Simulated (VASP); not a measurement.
Crystal: C.

```
CELL_PARAMETERS angstrom
2.46100 0.00000 0.00000
-1.23050 2.13129 0.00000
0.00000 0.00000 6.70800
ATOMIC_POSITIONS crystal
C 0.00000 0.00000 0.25000
C 0.33333 0.66667 0.25000
C 0.00000 0.00000 0.75000
C 0.33333 0.66667 0.75000
```

The cell was built by a generator and needn't be a form met in nature.

Base run:

| Property | Result |
| --- | --- |
| Program | VASP 6.6.1 |
| Functional | optB86b-vdW |
| Potentials or basis | VASP PAW PBE potentials, release 64 (C) |
| Cutoff | 520 eV |
| k mesh | 16 × 16 × 4 |
| Occupations | fermi-dirac, width 0.05 eV |
| Spin | no spin polarisation |

Its results: band gap on the k mesh 0.16 eV; pressure 2.6 GPa.

After a change of settings the same cell gave: band gap on the k mesh 0.14 eV; pressure -1.8 GPa. Which change was it?
A. functional from optB86b-vdW to optB88-vdW
B. functional from optB86b-vdW to SCAN
C. functional from optB86b-vdW to vdW-DF2
D. functional from optB86b-vdW to LDA; potentials or basis from VASP PAW PBE potentials, release 64 (C) to VASP PAW LDA potentials, release 64 (C)

B.

Caveats: the PAW data sets were made with another functional, which shifts forces and pressure a little.

Runs at the PBE level aren't shown here.
